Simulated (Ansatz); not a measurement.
input.yaml

```yaml
crystal:
  lattice:
    - [3.8475255, 0.0, 0.0]
    - [0.0, 3.8475255, 0.0]
    - [0.0, 0.0, 3.8475255]
  atoms:
    - { symbol: Tl, position: [0.0, 0.0, 0.0] }
    - { symbol: Br, position: [0.5, 0.5, 0.5] }
basis:
  ecutwfc: 500
kpoints:
  mp_grid: { grid: [8, 8, 8] }
hamiltonian:
  xc: r2scan
scf:
  occupations: { method: gaussian, width: 0.02 }
output:
  forces: true
  stress: true
  eigenvalues: true
  populations: true
```

It can be run as
```bash
ansatz run input.yaml --threads 1 --pin off --backend cpu --events-out ev --progress --plain --runs-dir out  # memory cap (--max-ram) not shown
```

Level of theory: DFT r2SCAN, scalar-relativistic, plane waves, PAW (Ansatz).

Part of what the program printed, abridged (iterations and final results):

```
SCF iter   1: F=—  HF=-14253.316350 eV  |F-HF|=—  |Δ(HF+E_count)|=         —  Δρ=6.37e-3  dr2=2.23e-2  dr2_τ=4.43e-3  ethr=1.77e-3  ⟨swp⟩=6.7  Hψ=2932  notcnv=0
SCF iter   2: F=—  HF=-14253.314228 eV  |F-HF|=—  |Δ(HF+E_count)|=   2.12e-3  Δρ=1.07e-3  dr2=5.33e-4  dr2_τ=5.10e-4  ethr=1.12e-4  ⟨swp⟩=2.0  Hψ=1225  notcnv=0
SCF iter   3: F=—  HF=-14253.314372 eV  |F-HF|=—  |Δ(HF+E_count)|=   1.44e-4  Δρ=4.08e-4  dr2=6.07e-5  dr2_τ=4.38e-6  ethr=2.67e-6  ⟨swp⟩=2.3  Hψ=837  notcnv=0
SCF iter   4: F=—  HF=-14253.314378 eV  |F-HF|=—  |Δ(HF+E_count)|=   6.29e-6  Δρ=8.61e-5  dr2=5.44e-6  dr2_τ=6.81e-7  ethr=3.04e-7  ⟨swp⟩=2.1  Hψ=808  notcnv=0
SCF iter   5: F=—  HF=-14253.314377 eV  |F-HF|=—  |Δ(HF+E_count)|=   1.13e-6  Δρ=2.76e-5  dr2=2.30e-7  dr2_τ=1.80e-8  ethr=2.72e-8  ⟨swp⟩=2.3  Hψ=784  notcnv=0
SCF iter   6: F=-14253.314377 eV  HF=-14253.314377 eV  |F-HF|=2.50e-8  |Δ(HF+E_count)|=   1.66e-7  Δρ=7.16e-6  dr2=3.51e-8  dr2_τ=1.55e-9  ethr=5.00e-10  ⟨swp⟩=6.1  Hψ=2552  notcnv=0
SCF 1 converged in 6 iterations: F = -14253.314377 eV  dr2 = 3.51e-8
SCF converged after 6 iterations
Free energy (F): -14253.314377 eV
Harris-Foulkes:  -14253.314377 eV  (|F-HF|=2.50e-8)
Internal energy: -14253.314377 eV  (E = F + TS)
E sigma→0 (E₀):  -14253.314377 eV
Fermi energy:    7.364210 eV
--- Per-component energies (eV) ---
  E_band       = -30.134742
  E_kinetic    = 468.018005
  E_local      = -1153.732544  (includes V_loc(G=0)·N_el)
  E_nonlocal   = 388.320462
  E_hartree    = 404.396791
  E_xc         = -471.254327
  E_vxc        = -273.118512  (∫ρ·V_xc dr)
  E_paw        = -12459.377220  (= ΣΔE_a)
  E_vpaw       = -286.063641  (= ΣTr[D̂ρ^β])
  E_aug_tail   = 0.000018  (compensation charges beyond the density's cutoff)
  E_vtau       = 17.653169  (kinetic-family band-sum trace: ∫τ·v_τ [+ j·A + Jᵃ·Aᵃ] dr)
  E_ewald      = -1430.567128
  E_core_change = 0.881567  (= ΣΔE_core)
  E_smearing   =  0.000000  (= −TS)
--- Forces (eV/Å), atoms counted from 1 ---
  atom   1  Tl     0.00000000     0.00000000     0.00000000
  atom   2  Br     0.00000000     0.00000000     0.00000000
--- Stress (GPa, compression-positive) ---
        3.744654       0.000000       0.000000
        0.000000       3.744654       0.000000
        0.000000       0.000000       3.744654
  P = ⅓ Tr σ = 3.7447 GPa (37.447 kbar)
--- Band table (eV; the first three rows and the last of 35) ---
  k-point 0: bands = ["-8.5778", "-4.4328", "-4.4328", "-4.1909", "-4.1909", "-4.1909", "1.4919", "4.4720", "4.4720", "4.4720", "13.5687", "13.5687", "14.4296", "14.4296"]
  k-point 1: bands = ["-8.5319", "-4.4306", "-4.4072", "-4.2039", "-4.2039", "-4.1897", "1.2417", "4.5537", "4.5537", "4.6541", "12.6643", "13.6628", "14.1251", "14.1251"]
  k-point 2: bands = ["-8.4164", "-4.4253", "-4.3473", "-4.2351", "-4.2351", "-4.1869", "0.7021", "4.7618", "4.7618", "5.1408", "10.8893", "13.4221", "13.4221", "13.9286"]
  k-point 34: bands = ["-7.8147", "-4.3898", "-4.3898", "-4.3898", "-4.1176", "-4.1176", "3.6205", "3.7792", "3.7792", "3.7792", "8.3828", "8.3828", "8.3828", "20.7282"]
--- Löwdin populations: 2 sites ---
  site symbol q [e]
     0     Tl     12.8005
     1     Br      7.1669
  spilling = 0.001627 (of n_electrons = 20.000000)
```

Self-consistency was reached.

Spin–orbit coupling is left out, which can shift energies with elements as heavy as these.